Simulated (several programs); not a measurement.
**SrO (wurtzite) from semi-empirical methods to plane-wave DFT**

SrO in the wurtzite structure (it has left that coordination), relaxed with r2SCAN in Ansatz, was computed with several methods. It is hexagonal, P6_3/mmc (No. 194); conventional cell a = 4.270 Å, c = 5.144 Å, 20.31 Å³ an atom. Sr is surrounded by 5 O at 2.47–2.57 Å; O is surrounded by 5 Sr at 2.47–2.57 Å. Note: simulated data, non-magnetic, for a generated structure that need not be the stable one.

```xyz
4
Lattice="4.2700 0.0000 0.0000 -2.1350 3.6980 0.0000 0.0000 0.0000 5.1444" Properties=species:S:1:pos:R:3 pbc="T T T"
Sr    0.0000    2.4653   -0.3215
Sr    2.1350    1.2327    2.2507
O     0.0000    2.4653    2.2507
O     2.1350    1.2327    4.8229
```

Gaps and times are for a single point on this cell; volume and bulk modulus come from each method's own relaxation or energy curve at fixed shape, which is too stiff where a cell has free coordinates or axes. Times are rough, from shared hosts (Arm Neoverse V1), and each method has its own mesh and cell size. A dagger marks a closed or tiny gap in a crystal that DFT finds insulating: a failure of the method or a wrong SCF state. A double dagger marks a value from a curve with shape and coordinates held. PM6 (MOPAC), PM7 (MOPAC), GFN1-xTB (tblite), GFN2-xTB (tblite) treat a cluster of cells at its zone centre, which samples few k points: where these miss a band edge, the gap comes out too large for that reason alone. Gaps from k meshes are read at a limited set of points (mesh, symmetry points, PBE's band edges), so each method's own least gap may be somewhat smaller. xTB and the PM methods were fitted mostly to molecules, and can miss a solid's gap by electronvolts. Minimal bases can be far off for gaps. Times of the plane-wave ladder aren't listed, since it ran on unlike processors and cards. GLLB-SC's gap includes the derivative discontinuity. d marks a direct gap, i an indirect one (no mark: not told apart), a dash a value that wasn't computed or didn't pass its checks.

```json
{"method": "PBEsol", "kind": "semilocal", "gap (eV)": "–", "own volume (Å³/atom)": "19.85", "bulk modulus (GPa)": "–", "atoms computed": "4", "processor time": "–"}
{"method": "light PBE (260 eV and a coarse mesh)", "kind": "light plane-wave", "gap (eV)": "2.62 d", "own volume (Å³/atom)": "–", "bulk modulus (GPa)": "–", "atoms computed": "4", "processor time": "1.2 s"}
{"method": "PM7 (MOPAC)", "kind": "semi-empirical", "gap (eV)": "8.28", "own volume (Å³/atom)": "–", "bulk modulus (GPa)": "–", "atoms computed": "cluster", "processor time": "2.8 s"}
{"method": "PM6 (MOPAC)", "kind": "semi-empirical", "gap (eV)": "6.83", "own volume (Å³/atom)": "–", "bulk modulus (GPa)": "–", "atoms computed": "cluster", "processor time": "3.1 s"}
{"method": "GFN1-xTB (tblite)", "kind": "tight binding", "gap (eV)": "4.54", "own volume (Å³/atom)": "–", "bulk modulus (GPa)": "–", "atoms computed": "cluster", "processor time": "6.7 s"}
{"method": "GFN2-xTB (tblite)", "kind": "tight binding", "gap (eV)": "0.08†", "own volume (Å³/atom)": "–", "bulk modulus (GPa)": "–", "atoms computed": "cluster", "processor time": "8.3 s"}
{"method": "PBE", "kind": "semilocal", "gap (eV)": "2.66 d", "own volume (Å³/atom)": "20.66", "bulk modulus (GPa)": "69‡", "atoms computed": "4", "processor time": "–"}
{"method": "PBE/SZV (CP2K)", "kind": "small basis", "gap (eV)": "0.02 i", "own volume (Å³/atom)": "–", "bulk modulus (GPa)": "–", "atoms computed": "4", "processor time": "12 s"}
{"method": "LDA", "kind": "semilocal", "gap (eV)": "2.47 d", "own volume (Å³/atom)": "19.19", "bulk modulus (GPa)": "–", "atoms computed": "4", "processor time": "–"}
{"method": "PBE/DZVP (CP2K)", "kind": "small basis", "gap (eV)": "2.64 d", "own volume (Å³/atom)": "20.88‡", "bulk modulus (GPa)": "70‡", "atoms computed": "4", "processor time": "22 s"}
{"method": "r2SCAN", "kind": "semilocal", "gap (eV)": "3.03 d", "own volume (Å³/atom)": "20.31", "bulk modulus (GPa)": "75‡", "atoms computed": "4", "processor time": "–"}
{"method": "GLLB-SC (GPAW)", "kind": "model potential", "gap (eV)": "6.04", "own volume (Å³/atom)": "–", "bulk modulus (GPa)": "–", "atoms computed": "4", "processor time": "32 s"}
{"method": "PBE+SOC", "kind": "semilocal", "gap (eV)": "2.66 d", "own volume (Å³/atom)": "–", "bulk modulus (GPa)": "–", "atoms computed": "4", "processor time": "–"}
{"method": "PBE/single zeta (GPAW)", "kind": "small basis", "gap (eV)": "2.80 d", "own volume (Å³/atom)": "–", "bulk modulus (GPa)": "–", "atoms computed": "4", "processor time": "2.2 min"}
{"method": "PBE0", "kind": "hybrid", "gap (eV)": "4.70 d", "own volume (Å³/atom)": "–", "bulk modulus (GPa)": "–", "atoms computed": "4", "processor time": "–"}
{"method": "HSE06", "kind": "hybrid", "gap (eV)": "4.00 d", "own volume (Å³/atom)": "20.22", "bulk modulus (GPa)": "–", "atoms computed": "4", "processor time": "–"}
{"method": "DDH-PBE0", "kind": "hybrid", "gap (eV)": "5.11 d", "own volume (Å³/atom)": "–", "bulk modulus (GPa)": "–", "atoms computed": "4", "processor time": "–"}
{"method": "r2SCAN0", "kind": "hybrid", "gap (eV)": "4.91 d", "own volume (Å³/atom)": "–", "bulk modulus (GPa)": "–", "atoms computed": "4", "processor time": "–"}
```

Against HSE06 (4.00 eV) and with closed or daggered gaps left aside, the nearest gap at the points sampled is that of GFN1-xTB (tblite) (+0.54 eV) and the farthest that of PM7 (MOPAC) (+4.28 eV). HSE06 is only a yardstick of convenience: for gaps this wide it usually falls short of measured ones, so a larger value can be the better one.

Volumes against r2SCAN's: PBEsol -2.3 %, PBE +1.7 %, LDA -5.5 %, HSE06 -0.4 %.

Only the rows marked +SOC include spin-orbit coupling.
